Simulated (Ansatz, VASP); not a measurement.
**One calculation of CdTe, two programs**

```
Te Cd
1.0
     0.00000    3.20500    3.20500
     3.20500    0.00000    3.20500
     3.20500    3.20500    0.00000
Te Cd
1 1
Direct
  0.75000 0.75000 0.75000
  0.00000 0.00000 0.00000
```

Alike in both runs: task single point; functional LDA; k mesh 7 × 7 × 7; occupations gaussian, width 0.05 eV; no spin polarisation.

```csv
,VASP,Ansatz
version,VASP 6.6.1,Ansatz 0.2.0
potentials or method,"VASP PAW LDA potentials, release 64 (Te, Cd), cutoff 520 eV","all-electron LAPW, scalar-relativistic"
```

Ansatz gave:

* gap on the k mesh at the Fermi level (eV): 0.61
* least direct gap on the mesh (eV): 0.61
* pressure (GPa): 0.0

Question: Which values does VASP return?

Answer: gap on the k mesh at the Fermi level (eV): 0.65; least direct gap on the mesh (eV): 0.65; pressure (GPa): 0.2.

Ansatz ran all-electron here, so the differences hold the error of VASP's frozen core and of both bases.

Caveats: spin-orbit coupling is left out, which moves the levels of the heavy elements. LDA gaps usually lie below the measured ones, often by a third to a half.
